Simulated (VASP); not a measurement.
CO2:

```
O C
1.0
     2.63591   -2.38738    0.00000
     2.63591    2.38738    0.00000
     0.00000    0.00000    6.58717
O C
4 2
Cartesian
  2.6359 0.9239 4.0060
  2.6359 -0.9239 2.5811
  2.6359 1.4635 0.7124
  2.6359 -1.4635 5.8747
  2.6359 0.0000 3.2936
  0.0000 0.0000 0.0000
```

The cell comes from a database or a generator and needn't be the stable form of this composition.

```yaml
Program: VASP 6.6.1
Task: single point
Functional: PBEsol
Potentials_or_basis: VASP PAW PBE potentials, release 64 (O, C)
Cutoff: 520 eV
k_mesh: 8 × 8 × 4
Occupations: fermi-dirac, width 0.05 eV
Spin: no spin polarisation
```

On this cell: pressure 2.8 GPa; largest force 0.665 eV/Å; band gap on the k mesh 6.52 eV, indirect (least direct gap 7.09 eV).

The same run follows on a disturbed copy (atoms moved at random, drawn with an rms of 0.05 Å):

```
CELL_PARAMETERS angstrom
2.63591 -2.38738 0.00000
2.63591 2.38738 0.00000
0.00000 0.00000 6.58717
ATOMIC_POSITIONS crystal
O 0.33198 0.70511 0.60389
O 0.68408 0.30975 0.38669
O 0.18928 0.80583 0.11288
O 0.80321 0.18211 0.88830
C 0.49159 0.49769 0.49826
C 0.01359 0.00556 0.99847
```

What changes?

The energy moves by +32.5 meV/atom; pressure 5.1 GPa; largest force 5.521 eV/Å; band gap on the k mesh 6.14 eV, indirect (least direct gap 6.65 eV).

Forces in eV/Å, atoms in the order of the input:
```
O    0.050  4.299  3.463
O   -0.408 -0.715 -0.468
O    0.443 -0.108 -0.123
O    0.517 -0.341  0.135
C    0.357 -3.604 -2.976
C   -0.959  0.469 -0.032
```

Stress tensor (GPa, compression positive):
```
0.67 1.14 0.68
1.14 8.91 7.06
0.68 7.06 5.67
```

Caveats: the standard files for N, O and F lose accuracy on very short bonds; the PAW data sets were made with another functional, which shifts forces and pressure a little.

A k mesh can miss the band edges.
